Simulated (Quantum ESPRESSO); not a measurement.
Here is a Quantum ESPRESSO 7.5 calculation.

Contents of scf.in:

```
&CONTROL
  calculation = 'scf'
  prefix = 'pwscf'
  outdir = './tmp'
  pseudo_dir = './pseudo'
/
&SYSTEM
  ibrav = 0
  nat = 2
  ntyp = 2
  ecutwfc = 84
  nbnd = 15
  occupations = 'smearing'
  smearing = 'fd'
  degauss = 0.00367493
  force_symmorphic = .true.
/
&ELECTRONS
  conv_thr = 4d-10
  electron_maxstep = 120
  mixing_beta = 0.5
/
ATOMIC_SPECIES
As    74.9216 As.upf
B     10.8100 B.upf
CELL_PARAMETERS angstrom
   0.0000000000    2.3885000000    2.3885000000
   2.3885000000    0.0000000000    2.3885000000
   2.3885000000    2.3885000000    0.0000000000
ATOMIC_POSITIONS crystal
As     0.7500000000    0.7500000000    0.7500000000
B      0.0000000000    0.0000000000    0.0000000000
K_POINTS automatic
10 10 10 0 0 0
```

Contents of nscf.in:

```
&CONTROL
  calculation = 'nscf'
  prefix = 'pwscf'
  outdir = './tmp'
  pseudo_dir = './pseudo'
/
&SYSTEM
  ibrav = 0
  nat = 2
  ntyp = 2
  ecutwfc = 84
  nbnd = 159
  occupations = 'fixed'
  force_symmorphic = .true.
/
&ELECTRONS
  conv_thr = 1d-08
  diago_full_acc = .true.
  diago_thr_init = 1d-06
/
ATOMIC_SPECIES
As    74.9216 As.upf
B     10.8100 B.upf
CELL_PARAMETERS angstrom
   0.0000000000    2.3885000000    2.3885000000
   2.3885000000    0.0000000000    2.3885000000
   2.3885000000    2.3885000000    0.0000000000
ATOMIC_POSITIONS crystal
As     0.7500000000    0.7500000000    0.7500000000
B      0.0000000000    0.0000000000    0.0000000000
K_POINTS automatic
4 4 4 0 0 0
```

Potentials or basis: PseudoDojo 0.5 SR PBE standard.

Command:

```bash
$ OMP_NUM_THREADS=1 pw.x -in scf.in > scf.out
$ OMP_NUM_THREADS=1 pw.x -in nscf.in > nscf.out
```

Task: Estimate the band gap on the k mesh, mean-field level.

Result: 1.45 eV, indirect (least direct gap 3.29 eV).

Caveat: the k mesh is coarse (spacing up to 0.57 Å⁻¹), so the values aren't converged. A k mesh can miss the band edges.
